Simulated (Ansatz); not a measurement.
# AlN: the crystal squeezed far

The task here is to estimate one member of a computed series from the others.

Computed with Ansatz 0.2.0 (DFT PBEsol, with the methods named in each step, unless a step's input says otherwise).

**The structure to begin with**

It takes space group Fm-3m (No. 225, cubic). Conventional cell: a = 4.309 Å, b = 4.309 Å, c = 4.309 Å, α = 90.00°, β = 90.00°, γ = 90.00°. Al (site symmetry m-3m) has 6 N at 2.15 Å as nearest neighbours. N (site symmetry m-3m) has 6 Al at 2.15 Å as nearest neighbours.

Coordinates:

```cif
data_structure
_symmetry_space_group_name_H-M 'P 1'
_symmetry_Int_Tables_number 1
_cell_length_a 3.0468
_cell_length_b 3.0468
_cell_length_c 3.0468
_cell_angle_alpha 60.000
_cell_angle_beta 60.000
_cell_angle_gamma 60.000
_cell_volume 20.00
loop_
_atom_site_label
_atom_site_type_symbol
_atom_site_fract_x
_atom_site_fract_y
_atom_site_fract_z
_atom_site_occupancy
Al1 Al 0.00000 0.00000 0.00000 1
N1 N 0.50000 0.50000 0.50000 1
```

Whether this phase is the stable one at these pressures isn't tested.

Atoms are numbered in the order of the input: Al1, N2.

The first run:

The input, input.yaml:

```yaml
crystal:
  lattice:
    - [0.0, 2.15443469, 2.15443469]
    - [2.15443469, 0.0, 2.15443469]
    - [2.15443469, 2.15443469, 0.0]
  atoms:
    - { symbol: Al, position: [0.0, 0.0, 0.0] }
    - { symbol: "N", position: [0.5, 0.5, 0.5] }
kpoints:
  mp_grid: { grid: [17, 17, 17] }
scf:
  occupations: { method: fermi_dirac, width: 0.1 }
hamiltonian:
  xc: pbesol
  pseudopotentials: { kind: paw }
output:
  forces: true
  stress: true
  write_density: true
  write_potential: true
  elf: true
  volumetric_format: npy
relax:
  f_tol: 0.005
  max_steps: 40
  cell: {}
```

Run with:

```bash
$ ansatz run input.yaml --threads 1 --pin off --max-ram 2048MiB --backend cpu --events-out ev --progress --plain --runs-dir out
```

Among the steps run: Cell relaxed at zero pressure, PAW; Volume scaled by 1, PAW; Volume scaled by 1, PAW (level accurate); Volume scaled by 0.94, PAW; Volume scaled by 0.88, PAW; Volume scaled by 0.8, PAW; Volume scaled by 0.72, PAW; Volume scaled by 0.64, PAW; Volume scaled by 0.55, PAW; Volume scaled by 0.55, PAW (cutoff 1000 eV).

One of the session's tables, all rows but one given; the rest of the session is left out.

```
              method  volume over the first  volume (Å³/atom)  pressure (GPa)  gap on the k mesh (eV)
                 PAW                      1             8.274            0.00                    4.60
                 PAW                   0.94             7.778           18.38                    5.06
                 PAW                   0.88             7.281           43.18                    4.92
                 PAW                    0.8             6.620           90.57                    4.68
                 PAW                   0.72             5.958          162.94                    4.35
                 PAW                   0.64             5.296          276.18                    3.89
                 PAW                   0.55             4.551          489.78                    3.16
PAW (cutoff 1000 eV)                   0.55             4.551          489.82                    3.16
PAW (level accurate)                      1                 ?               ?                       ?
```

Estimate the missing values for PAW (level accurate), 1.

As computed: volume (Å³/atom): 8.274; pressure (GPa): 0.06; gap on the k mesh (eV): 4.59.
